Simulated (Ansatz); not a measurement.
GaAs: equation of state with PBEsol

GaAs:

```
CELL_PARAMETERS angstrom
0.00000 2.82685 2.82685
2.82685 0.00000 2.82685
2.82685 2.82685 0.00000
ATOMIC_POSITIONS crystal
As 0.75000 0.75000 0.75000
Ga 0.00000 0.00000 0.00000
```

```
Program             : Ansatz 0.2.0
Task                : equation of state
Functional          : PBEsol
Potentials or basis : PseudoDojo PBEsol stringent
Cutoff              : 1551 eV
Density cutoff      : 6204 eV
k mesh              : 8 × 8 × 8
Occupations         : fermi-dirac, width 0.01 eV
Spin                : no spin polarisation
Driver              : calculator
Eos                 : sjeos
```

| Quantity | Value |
| --- | --- |
| Equilibrium volume | 22.65 Å³/atom |
| Bulk modulus | 69 GPa |
| Pressure derivative of the bulk modulus | 4.7 |

Energy against volume, from the lowest point:
| volume (Å³/atom) | energy (meV/atom) |
| --- | --- |
| 21.234 | 21.61 |
| 21.686 | 9.61 |
| 22.138 | 2.58 |
| 22.590 | 0.00 |
| 23.041 | 1.39 |
| 23.493 | 6.32 |
| 23.945 | 14.40 |

It took 47 s on 2 threads of Arm Neoverse V2, with other jobs on the host, peak memory 0.62 GiB.
